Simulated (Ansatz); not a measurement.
Set up this calculation in Ansatz 0.2.0, as the native input.

* Task: Born charges and dielectric tensor
* Functional: PBEsol
* Potentials or basis: Ansatz PAW
* Cutoff: 420 eV (not typed: the program's choice for these potentials)
* k mesh: 6 × 6 × 4
* Occupations: fixed
* Spin: no spin polarisation

Crystal: MgS.

```
S Mg
1.0
     4.03462    0.00000    0.00000
    -2.01731    3.49409    0.00000
     0.00000    0.00000    6.43229
S Mg
2 2
Direct
  0.66667 0.33333 0.87924
  0.33333 0.66667 0.37924
  0.33333 0.66667 0.99575
  0.66667 0.33333 0.49575
```

The cell comes from a database or a generator and needn't be the stable form of this composition.

These files were run (other wordings do the same):

input.yaml

```yaml
crystal:
  lattice:
    - [4.0346224068, 0.0, 0.0]
    - [-2.0173112034, 3.494085499, 0.0]
    - [0.0, 0.0, 6.43229418]
  atoms:
    - { symbol: S, position: [0.6666666667, 0.3333333333, 0.87924415] }
    - { symbol: S, position: [0.3333333333, 0.6666666667, 0.37924415] }
    - { symbol: Mg, position: [0.3333333333, 0.6666666667, 0.99575485] }
    - { symbol: Mg, position: [0.6666666667, 0.3333333333, 0.49575485] }
hamiltonian:
  xc: pbesol
  pseudopotentials: { kind: paw }
kpoints:
  mp_grid: { grid: [6, 6, 4] }
scf:
  occupations: { method: fixed }
output:
  eigenvalues: true
dielectric:
  method: response
```

Potentials or basis: Ansatz PAW.

The run is started by

```console
$ ansatz run input.yaml --threads 2 --pin off --max-ram 5632MiB --backend cpu --events-out ev --progress --plain --runs-dir out
```

It gave:

```json
{
 "Band gap on the k mesh": "3.27 eV, direct",
 "Electronic dielectric tensor (diagonal)": "4.09, 4.09, 4.22",
 "Born charges (mean of the diagonal)": "S -1.91; Mg +1.91 e"
}
```

Run time: 37 s on 2 threads of Arm Neoverse V2 (shared host), peak memory 0.63 GiB.
